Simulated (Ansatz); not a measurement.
# Ru: the cost of one run

Computed with Ansatz 0.2.0 (DFT PBE, scalar-relativistic, plane waves, PAW, unless a step's input says otherwise).

2 further runs of the same task are left out: 2 set aside as unsound or not needed. Runs told in other sessions of the task aren't counted.

### Step 1. Starting point

Symmetry: P6_3/mmc, No. 194, hexagonal system. The conventional cell has a = 2.720 Å, b = 2.720 Å, c = 4.297 Å, α = 90.00°, β = 90.00°, γ = 120.00°. Around Ru (site symmetry -6m2) lie 12 Ru at 2.66 to 2.72 Å.

Structure file:

```
CELL_PARAMETERS angstrom
1.36001 -2.35561 0.00000
0.00000 0.00000 -4.29677
8.16008 4.71122 0.00000
ATOMIC_POSITIONS crystal
Ru 0.50000 0.75000 0.08333
Ru 0.00000 0.75000 0.33333
Ru 0.50000 0.75000 0.58333
Ru 0.00000 0.75000 0.83333
Ru 0.00000 0.25000 0.16667
Ru 0.50000 0.25000 0.41667
Ru 0.00000 0.25000 0.66667
Ru 0.50000 0.25000 0.91667
```

It is built from the cell relaxed beforehand with the same method (13.77 Å³/atom).

### Step 2. The undisturbed cell

Input file input.yaml:

```yaml
crystal:
  lattice:
    - [1.3600125454, -2.3556108276, 0.0]
    - [0.0, 0.0, -4.2967694965]
    - [8.1600752726, 4.7112216553, 0.0]
  atoms:
    - { symbol: Ru, position: [0.5, 0.75, 0.0833333333] }
    - { symbol: Ru, position: [0.0, 0.75, 0.3333333333] }
    - { symbol: Ru, position: [0.5, 0.75, 0.5833333333] }
    - { symbol: Ru, position: [0.0, 0.75, 0.8333333333] }
    - { symbol: Ru, position: [0.0, 0.25, 0.1666666667] }
    - { symbol: Ru, position: [0.5, 0.25, 0.4166666667] }
    - { symbol: Ru, position: [0.0, 0.25, 0.6666666667] }
    - { symbol: Ru, position: [0.5, 0.25, 0.9166666667] }
basis:
  ecutwfc: 420
kpoints:
  mp_grid: { grid: [21, 14, 7] }
hamiltonian:
  xc: pbe
scf:
  occupations: { method: gaussian, width: 0.15 }
output:
  forces: true
  stress: true
  eigenvalues: true
  write_density: true
  write_potential: true
  elf: true
  volumetric_format: npy
```

On the command line:

```bash
> ansatz run input.yaml --threads 2 --pin off --max-ram 5120MiB --backend cpu --events-out ev --progress --plain --runs-dir out
```

**Question.** How long does this run take on 2 threads of Intel Xeon Platinum 8488C (Sapphire Rapids), shared host, and how much memory does it need?

About 50 s, with a peak of 1.9 GiB.
